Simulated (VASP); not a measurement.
# NaI in VASP: how settings move the PBE single point

The PBE single point of NaI built on the zincblende prototype, under +2.5 % equal strain in all directions is repeated with altered inputs. Which of them can be trusted? This is a trial cell built on a prototype, not taken from a measured structure, and it needn't be the compound's ground state.

Program: VASP 6.6.1. PAW datasets, plane waves. All values are calculated for a non-magnetic cell, which may be hypothetical.

## (1) Starting point

The cell comes from an earlier relaxation with r2SCAN in another program.

Space group F-43m (No. 216), cubic; a = 7.264 Å in the conventional setting, 47.90 Å³ an atom. Around Na lie 4 I at 3.15 Å; around I lie 4 Na at 3.15 Å.

Structure file:

```
CELL_PARAMETERS angstrom
0.00000 3.63177 3.63177
3.63177 0.00000 3.63177
3.63177 3.63177 0.00000
ATOMIC_POSITIONS crystal
Na 0.00000 0.00000 0.00000
I 0.25000 0.25000 0.25000
```

## (2) Baseline

INCAR

```
ENCUT = 520.000000
SIGMA = 0.020000
EDIFF = 1.00e-07
GGA = PE
PREC = Accurate
IBRION = -1
ISIF = 2
ISMEAR = -1
NBANDS = 14
NELM = 120
NSW = 0
LASPH = .TRUE.
LCHARG = .FALSE.
LWAVE = .FALSE.
LREAL = .FALSE.
```

KPOINTS

```
KPOINTS created by Atomic Simulation Environment
0
Gamma
6 6 6
0 0 0
```

POSCAR

```
Na I
 1.0000000000000000
     0.0000000000000000    3.6317714246000001    3.6317714246000001
     3.6317714246000001    0.0000000000000000    3.6317714246000001
     3.6317714246000001    3.6317714246000001    0.0000000000000000
 Na  I
   1   1
Cartesian
  0.0000000000000000  0.0000000000000000  0.0000000000000000
  1.8158857123000001  1.8158857123000001  1.8158857123000001
```

A file KPOINTS_OPT adds named points for the levels; it doesn't enter the self-consistent loop.

Potentials: the recommended PBE PAW datasets, 14 valence electrons.

The run is started by

```
$ mpirun -np 1 vasp_std
```

## (3) Try 1

INCAR

```
ENCUT = 520.000000
SIGMA = 0.020000
EDIFF = 1.00e-07
IBRION = -1
ISIF = 2
ISMEAR = -1
NBANDS = 14
NSW = 0
LASPH = .TRUE.
LCHARG = .FALSE.
LWAVE = .FALSE.
LREAL = .FALSE.
METAGGA = MS2
PREC = Medium
NELM = 62
```

KPOINTS is that of step 2.

POSCAR is that of step 2.

## (4) Try 2

INCAR

```
ENCUT = 520.000000
EDIFF = 1.00e-07
GGA = PE
PREC = Accurate
IBRION = -1
ISIF = 2
NBANDS = 14
NELM = 120
NSW = 0
LASPH = .TRUE.
LCHARG = .FALSE.
LWAVE = .FALSE.
LREAL = .FALSE.
ISMEAR = -1
SIGMA = 0.1
MAXMIX = 10
```

KPOINTS is that of step 2.

POSCAR is that of step 2.

## (5) Try 3

INCAR

```
ENCUT = 520.000000
SIGMA = 0.020000
EDIFF = 1.00e-07
GGA = PE
IBRION = -1
ISIF = 2
ISMEAR = -1
NBANDS = 14
NSW = 0
LASPH = .TRUE.
LCHARG = .FALSE.
LWAVE = .FALSE.
LREAL = .FALSE.
PREC = Medium
NELM = 95
```

KPOINTS is that of step 2.

POSCAR is that of step 2.

## (6) Try 4

Edit INCAR of step 2 so:

```diff
@@ -9,3 +9,2 @@
 NBANDS = 14
-NELM = 120
 NSW = 0
@@ -15 +14,3 @@
 LREAL = .FALSE.
+NELM = 63
+NELECT = 20
```

KPOINTS is that of step 2.

POSCAR is that of step 2.

What does the calculation give? Wanted: for each run, changed; ending; energy change; pressure; electronic steps; usable.

The runs gave:

| run | changed | ending | energy change (meV/atom) | pressure (GPa) | gap on the mesh (eV; negative: overlap) | electronic steps | time | usable |
| --- | --- | --- | --- | --- | --- | --- | --- | --- |
| ref. | – | converged | 0 | -0.4 | 3.70 | 14 | 28 s | yes |
| 1 | METAGGA = MS2, PREC = Medium, NELM = 62 | converged | – | -1.7 | 4.32 | 17 | 36 s | no |
| 2 | ISMEAR = -1, SIGMA = 0.1, MAXMIX = 10 | converged | 0.0 | -0.4 | 3.70 | 14 | 20 s | yes |
| 3 | PREC = Medium, NELM = 95 | converged | -1.8 | -0.4 | 3.70 | 14 | 12 s | no |
| 4 | NELECT = 20 | converged | – | 64.2 | -0.98 | 18 | 29 s | no |

What this shows: Of 4 altered inputs, 3 ended normally on a faulty or unsound input, 1 gave usable results.

Spin-orbit coupling is left out, though the cell holds I; it can move the gap.
